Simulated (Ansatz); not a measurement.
Ir:

```
CELL_PARAMETERS angstrom
0.00000 1.91560 1.91560
1.91560 0.00000 1.91560
1.91560 1.91560 0.00000
ATOMIC_POSITIONS crystal
Ir 0.00000 0.00000 0.00000
```

Base run:

```yaml
Program: Ansatz 0.2.0
Functional: revPBE
Potentials_or_basis: Ansatz PAW
Cutoff: "420 eV (not typed: the program's choice for these potentials)"
k_mesh: 12 × 12 × 12
Occupations: fermi-dirac, width 0.05 eV
Spin: no spin polarisation
```

Its results: band gap on the k mesh none (metal or under the smearing width); pressure 14.2 GPa.

**Question.** The run is repeated on the same cell with these changes: functional from revPBE to RPBE. What comes out?

**Answer.** Band gap on the k mesh none (metal or under the smearing width); pressure 15.4 GPa.

Caveats: spin-orbit coupling is left out, which moves the levels of the heavy elements; the PAW data sets come from PBE, with cores solved anew for the run's functional, which leaves a small shift of forces and pressure; so large a pressure means that the cell lies far from this level's equilibrium, or that cutoff or potentials fall short (some runs).
